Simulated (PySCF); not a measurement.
# C2H4O2: the cost of one run

Programs: PySCF 2.14.0, with density-fitted response routines of our own. Each step states its level of theory. These are calculated values for one molecule in the gas phase, unless marked as measured. Atoms are numbered from 0 throughout.

### Step 1. Starting geometry

8 atoms, charge 0, multiplicity 1; geometry from: MMFF94s.

Bonds of the start (Å): C0–C1 1.49, C1–O2 1.22, C1–O3 1.35, C0–H4 1.09, C0–H5 1.09, C0–H6 1.09, O3–H7 0.98.

### Step 2. Geometry optimisation at PBE0-D3(BJ)/def2-SVP

What the job is given:

```
{"job": {"xc": "PBE0", "basis": "def2-SVP", "d3": "d3bj", "grid": 1, "kind": "geom"}, "charge": 0, "multiplicity": 1}
C     -0.953909    -0.074193    -0.112853
C      0.485728     0.294864     0.027892
O      0.957713     1.416403    -0.041046
O      1.270583    -0.775340     0.250860
H     -1.307476    -0.544734     0.807854
H     -1.543058     0.829700    -0.291772
H     -1.082116    -0.748420    -0.963204
H      2.172535    -0.398280     0.322268
```

Run with:

```bash
> OMP_NUM_THREADS=1 python probes_run.py task.json out
```

One launch serves the whole session: the jobs run in the order shown.

Q: Estimate the wall time and peak memory of this first job on 1 thread of Arm Neoverse V1, shared host.

About 9.2 s, with a peak of 0.31 GiB.
